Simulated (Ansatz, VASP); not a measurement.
## One calculation of CdS, two programs

The input INCAR:

```
ALGO = Normal
EDIFF = 1E-6
ENCUT = 520
GGA = RE
ISIF = 2
ISMEAR = 0
IVDW = 12
LASPH = T
LCHARG = F
LREAL = F
LWAVE = F
NBANDS = 16
NELM = 80
PREC = Accurate
SIGMA = 0.05
```

The input KPOINTS:

```
k-points
0
Gamma
  8 8 8
```

POSCAR

```
CdS
1.0
    0.0000000000      2.9558739629      2.9558739629
    2.9558739629      0.0000000000      2.9558739629
    2.9558739629      2.9558739629      0.0000000000
Cd S
1 1
Direct
    0.0000000000      0.0000000000      0.0000000000
    0.7500000000      0.7500000000      0.7500000000
```

Input for Ansatz:

```yaml
crystal:
  lattice:
    - [0.0, 2.9558739629, 2.9558739629]
    - [2.9558739629, 0.0, 2.9558739629]
    - [2.9558739629, 2.9558739629, 0.0]
  atoms:
    - { symbol: Cd, position: [0.0, 0.0, 0.0] }
    - { symbol: S, position: [0.75, 0.75, 0.75] }
basis:
  ecutwfc: 420
  ecutrho_ratio: 4
kpoints:
  mp_grid: { grid: [8, 8, 8] }
hamiltonian:
  xc: revpbe
  dispersion: d3bj
scf:
  occupations: { method: gaussian, width: 0.05 }
output:
  forces: true
  stress: true
  eigenvalues: true
```

Alike in both runs: task single point; functional revPBE; dispersion D3(BJ); k mesh 8 × 8 × 8; occupations gaussian, width 0.05 eV; no spin polarisation.

```csv
,VASP,Ansatz
version,VASP 6.6.1,Ansatz 0.2.0
potentials or method,"VASP PAW PBE potentials, release 64 (Cd, S)","scalar-relativistic, plane waves, PAW"
plane-wave cutoff (eV),520,420
valence electrons in the cell,18,26
```

Ansatz gave:

```
gap on the k mesh at the Fermi level (eV) : 1.20
least direct gap on the mesh (eV)         : 1.20
pressure (GPa)                            : -2.1
dispersion energy (meV/atom)              : -564.0
```

Estimate VASP's values.

gap on the k mesh at the Fermi level (eV): 1.20; least direct gap on the mesh (eV): 1.20; pressure (GPa): -1.8; dispersion energy (meV/atom): -564.0.

The two sets of potentials don't hold the same shells in valence.

Caveats: the PAW data sets were made with another functional, which shifts forces and pressure a little (VASP).
